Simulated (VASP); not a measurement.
The system is Be.

```xyz
4
Lattice="2.1680 0.0000 0.0000 0.0000 3.7550 0.0000 0.0000 0.0000 3.4160" Properties=species:S:1:pos:R:3 pbc="T T T"
Be    1.4526    3.0791    2.3912
Be    0.7154    0.6759    2.3912
Be    0.3686    2.5534    1.0248
Be    1.7994    1.2016    1.0248
```

This isn't the form of Be at room conditions, which is hcp.

| Property | Result |
| --- | --- |
| Program | VASP 6.6.1 |
| Task | relaxation of cell and atoms |
| Functional | PBE |
| Potentials or basis | VASP PAW PBE potentials, release 64 (Be) |
| Cutoff | 520 eV |
| k mesh | 16 × 9 × 10 |
| Occupations | gaussian, width 0.1 eV |
| Spin | no spin polarisation |

At the start: pressure 63.5 GPa; volume 6.95 Å³/atom.

Task: How do energy, volume and symmetry change on relaxing?

Result: Over 37 steps the energy falls by 1231.2 meV/atom and the volume is 7.83 Å³/atom (+12.6 %); space group I4/mmm (No. 139, to 0.05 Å).

The path:
| step | energy change (eV) | largest force (eV/Å) | pressure (GPa) | volume (Å³) |
| --- | --- | --- | --- | --- |
| 1 | 0.0000 | 7.6580 | 63.50 | 27.81 |
| 2 | -4.1117 | 0.2683 | -13.43 | 40.31 |
| 3 | -4.3162 | 1.2239 | -4.54 | 35.84 |
| 4 | -4.3251 | 1.0662 | -6.27 | 36.44 |
| 5 | -4.6734 | 0.2465 | -6.91 | 35.17 |
| 6 | -4.7296 | 0.3493 | -6.26 | 34.53 |
| 7 | -4.7331 | 0.4227 | -5.99 | 34.36 |
| 8 | -4.8222 | 0.3203 | -1.48 | 32.48 |
| 9 | -4.8522 | 0.1998 | 3.08 | 31.02 |
| 10 | -4.8978 | 0.1086 | 2.69 | 30.90 |
| 11 | -4.8985 | 0.1479 | 2.65 | 30.88 |
| 12 | -4.9098 | 0.0225 | -0.32 | 31.61 |
| 13 | -4.9098 | 0.0189 | -0.47 | 31.65 |
| 14 | -4.9106 | 0.0065 | -0.13 | 31.55 |
| 15 | -4.9107 | 0.0090 | 0.02 | 31.51 |
| 16 | -4.9110 | 0.0068 | 0.02 | 31.49 |
| 17 | -4.9117 | 0.0216 | 0.00 | 31.42 |
| 18 | -4.9138 | 0.0584 | 0.16 | 31.28 |
| 19 | -4.8997 | 0.1238 | 1.49 | 30.97 |
| 20 | -4.9144 | 0.0685 | 0.31 | 31.24 |
| 21 | -4.9144 | 0.0763 | 0.44 | 31.21 |
| 22 | -4.9145 | 0.0745 | 0.40 | 31.22 |
| 23 | -4.9145 | 0.0741 | 0.40 | 31.21 |
| 24 | -4.9146 | 0.0751 | 0.43 | 31.21 |
| 25 | -4.9148 | 0.0770 | 0.47 | 31.20 |
| 26 | -4.9148 | 0.0819 | 0.56 | 31.17 |
| 27 | -4.9148 | 0.0802 | 0.52 | 31.18 |
| 28 | -4.9150 | 0.0790 | 0.51 | 31.19 |
| 29 | -4.9157 | 0.0772 | 0.50 | 31.19 |
| 30 | -4.9169 | 0.0722 | 0.48 | 31.19 |
| 31 | -4.9190 | 0.0638 | 0.46 | 31.19 |
| 32 | -4.9219 | 0.0469 | 0.42 | 31.20 |
| 33 | -4.9220 | 0.0162 | 0.44 | 31.20 |
| 34 | -4.9228 | 0.0311 | 0.42 | 31.20 |
| 35 | -4.9237 | 0.0261 | 0.31 | 31.23 |
| 36 | -4.9246 | 0.0138 | 0.02 | 31.30 |
| 37 | -4.9247 | 0.0095 | 0.01 | 31.30 |

Final structure:
```yaml
crystal:
  lattice:
    - [2.53335, 0.00000, 0.00000]
    - [0.00000, 3.51627, 0.00000]
    - [0.00000, 0.00000, 3.51373]
  atoms:
    - { symbol: Be, position: [0.74987, 0.75000, 0.74983] }
    - { symbol: Be, position: [0.25013, 0.25000, 0.74983] }
    - { symbol: Be, position: [0.24987, 0.75000, 0.25017] }
    - { symbol: Be, position: [0.75013, 0.25000, 0.25017] }
```

Caveat: the volume moved by +13 % from the deposited cell, more than functionals usually miss.
